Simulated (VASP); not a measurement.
Here is a VASP 6.6.1 calculation.

File INCAR:

```
ALGO     = Normal         # electronic algorithm
EDIFF    = 1E-7           # SCF threshold, eV
ENCUT    = 520            # plane-wave cutoff, eV
GGA      = PE             # functional
ISIF     = 2              # what is computed and relaxed
ISMEAR   = -1             # smearing method
LASPH    = True           # aspherical terms in the spheres
LCHARG   = False          # write CHGCAR
LREAL    = False          # projectors in reciprocal space
LWAVE    = False          # write WAVECAR
NBANDS   = 16             # bands
NELM     = 100            # most SCF steps
PREC     = Accurate       # precision mode
SIGMA    = 0.04           # smearing width, eV
```

Contents of KPOINTS:

```
k-points
0
Gamma
  6 6 6
```

POSCAR

```
CdS
1.0
    0.0000000000      2.9165000000      2.9165000000
    2.9165000000      0.0000000000      2.9165000000
    2.9165000000      2.9165000000      0.0000000000
Cd S
1 1
Direct
    0.0000000000      0.0000000000      0.0000000000
    0.7500000000      0.7500000000      0.7500000000
```

Potentials or basis: VASP PAW PBE potentials, release 64 (Cd, S).

Run with:

```bash
$ cat potpaw_PBE.64/Cd/POTCAR potpaw_PBE.64/S/POTCAR > POTCAR
$ mpirun -np 1 vasp_std > vasp.out
```

Predict the band gap on the k mesh.

1.15 eV, direct.

Predict the pressure.

3.2 GPa.

As with any semilocal functional, this PBE gap is likely too small.
